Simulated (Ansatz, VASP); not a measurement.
# One calculation of Fe, two programs

INCAR

```
SYSTEM = Fe
  PREC = Accurate
  ENCUT = 520
  EDIFF = 1E-6
  ISMEAR = -1
  SIGMA = 0.05
  LREAL = .FALSE.
  LASPH = .TRUE.
  NELM = 150
  ALGO = Normal
  ISIF = 2
  LWAVE = .FALSE.
  LCHARG = .FALSE.
  ISPIN = 2
  MAGMOM = 4 -4
  LORBIT = 11
  LMAXMIX = 4
  GGA = PE
  NBANDS = 19
```

File KPOINTS:

```
regular mesh
0
G
  12 12 6
  0 0 0
```

The input POSCAR:

```
Fe
1.0
    0.0000000000      1.8195000000      1.8195000000
    1.8195000000      0.0000000000      1.8195000000
    3.6390000000      3.6390000000      0.0000000000
Fe
2
Direct
    0.0000000000      0.0000000000      0.0000000000
    0.0000000000      0.0000000000      0.5000000000
```

Input for Ansatz:

```yaml
crystal:
  lattice:
    - [0.0, 1.8195, 1.8195]
    - [1.8195, 0.0, 1.8195]
    - [3.639, 3.639, 0.0]
  atoms:
    - { symbol: Fe, position: [0.0, 0.0, 0.0], spin: 4.0 }
    - { symbol: Fe, position: [0.0, 0.0, 0.5], spin: -4.0 }
magnetization:
  spin_polarized: true
hamiltonian:
  xc: pbe
  pseudopotentials: { kind: paw }
basis:
  ecutwfc: 420
kpoints:
  mp_grid: { grid: [12, 12, 6] }
scf:
  occupations: { method: fermi_dirac, width: 0.05 }
  lower_state_search: "off"
output:
  forces: true
  stress: true
```

Alike in both runs: task single point; functional PBE; k mesh 12 × 12 × 6; occupations fermi-dirac, width 0.05 eV; collinear spin.

|  | VASP | Ansatz |
| --- | --- | --- |
| version | VASP 6.6.1 | Ansatz 0.2.0 |
| potentials or method | VASP PAW PBE potentials, release 64 (Fe) | PAW, plane waves, scalar-relativistic |
| plane-wave cutoff (eV) | 520 | 420 |
| valence electrons in the cell | 16 | 32 |

|  | VASP | Ansatz | Ansatz less VASP |
| --- | --- | --- | --- |
| pressure (GPa) | -14.0 | -14.2 | -0.21 |
| largest component of the traceless stress (GPa) | 2.83 | 2.78 | -0.043 |
| net moment per atom (μB) | 0.00 | 0.00 | 0.000 |
| size of the moment on the site where the two differ most (μB) | 2.03 | 2.01 | -0.016 |

Site moments also hang on the region over which each program counts them. The two sets of potentials don't hold the same shells in valence.
